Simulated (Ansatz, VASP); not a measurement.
# HfN in VASP and in Ansatz

File INCAR:

```
SYSTEM = HfN
PREC = Accurate
ENCUT = 600
EDIFF = 1E-6
ISMEAR = -1
SIGMA = 0.15
LREAL = .FALSE.
LASPH = .TRUE.
NELM = 80
ALGO = Normal
ISIF = 3
LWAVE = .FALSE.
LCHARG = .FALSE.
GGA = CA
IBRION = 2
NSW = 80
EDIFFG = -0.001
```

The input KPOINTS:

```
Automatic mesh
0
G
  22 22 22
  0 0 0
```

File POSCAR:

```
HfN
1.0
    0.0000000000      2.2340868649      2.2340868649
    2.2340868649      0.0000000000      2.2340868649
    2.2340868649      2.2340868649      0.0000000000
Hf N
1 1
Direct
    0.0000000000      0.0000000000      0.0000000000
    0.5000000000      0.5000000000      0.5000000000
```

Input for Ansatz:

```yaml
crystal:
  lattice:
    - [0.0, 2.2340868649, 2.2340868649]
    - [2.2340868649, 0.0, 2.2340868649]
    - [2.2340868649, 2.2340868649, 0.0]
  atoms:
    - { symbol: Hf, position: [0.0, 0.0, 0.0] }
    - { symbol: "N", position: [0.5, 0.5, 0.5] }
basis:
  ecutwfc: 420
kpoints:
  mp_grid: { grid: [22, 22, 22] }
hamiltonian:
  xc: lda
  pseudopotentials: { kind: paw, azcp: { folder: soft_1 } }
scf:
  occupations: { method: fermi_dirac, width: 0.15 }
output:
  forces: true
  stress: true
  eigenvalues: true
  write_density: true
  write_potential: true
  elf: true
  volumetric_format: npy
relax:
  adjacent_minimum: "off"
  f_tol: 0.001
  max_steps: 60
  cell: { stress_tol: 0.01 }
```

Alike in both runs: task relaxation of cell and atoms; functional LDA; k mesh 22 × 22 × 22; occupations fermi-dirac, width 0.15 eV; no spin polarisation.

|  | VASP | Ansatz |
| --- | --- | --- |
| version | VASP 6.6.1 | Ansatz 0.2.0 |
| potentials or method | VASP PAW LDA potentials, release 64 (Hf_pv, N) | scalar-relativistic, plane waves, PAW |
| plane-wave cutoff (eV) | 600 | 420 |
| valence electrons in the cell | 15 | 31 |

```tsv
	VASP	Ansatz	Ansatz less VASP
gap on the k mesh at the Fermi level, each at its own relaxed structure (eV)	none	none	-
relaxed volume (Å³/atom)	11.11	11.16	+0.047
relaxed cell length with the largest relative difference (Å)	3.156	3.160	+0.0045
```

A gap of «none» marks a metal or a gap that the smearing closes. The two sets of potentials don't hold the same shells in valence. Ansatz warned: «pseudo_functional_mismatch».

The runs have no spin-orbit coupling, so splittings on Hf are missing.
